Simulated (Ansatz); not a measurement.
This cell of CsI (CsCl type) is off equilibrium:

```yaml
crystal:
  lattice:
    - [9.01499, 0.00000, 0.00000]
    - [0.00000, 4.50750, 0.00000]
    - [0.00000, 0.00000, 4.50750]
  atoms:
    - { symbol: Cs, position: [0.00000, 0.00000, 0.00000] }
    - { symbol: Cs, position: [0.50000, 0.00000, 0.00000] }
    - { symbol: I, position: [0.28272, 0.50000, 0.63089] }
    - { symbol: I, position: [0.75000, 0.50000, 0.50000] }
```

All values below come from PBEsol (plane waves to 420 eV, PAW, scalar-relativistic; Ansatz, a quantum-chemistry and plane-wave program). k mesh 3×6×6 (Γ-centred), Fermi-Dirac smearing 0.05 eV. E stands for the smeared free energy. Compression counts positive. CsI was relaxed with its symmetry unable to fall. Spin-orbit coupling is left out, though I is heavy.

Q: What forces act on the atoms (eV/Å, Cartesian)?

A: 
```json
[
 {"atom": "Cs1", "Fx": "-0.056", "Fy": "0.000", "Fz": "0.094"},
 {"atom": "Cs2", "Fx": "0.545", "Fy": "0.000", "Fz": "0.516"},
 {"atom": "I3", "Fx": "-0.677", "Fy": "0.000", "Fz": "-0.633"},
 {"atom": "I4", "Fx": "0.188", "Fy": "0.000", "Fz": "0.024"}
]
```

Q: Give the stress tensor in GPa and the pressure.

A: 
```
   0.96     0.00     0.69
   0.00     1.23     0.00
   0.69     0.00     0.62
```
The pressure, a third of the trace, is 0.93 GPa.

Q: In it atom 3 sits (0.295, 0.000, 0.590) Å away from its relaxed site. What is its energy relative to the relaxed cell?

A: 250 meV/cell.

(For displaced atoms, the force is minus the slope of the energy, and its curvature is a force constant, which sets phonon frequencies.)
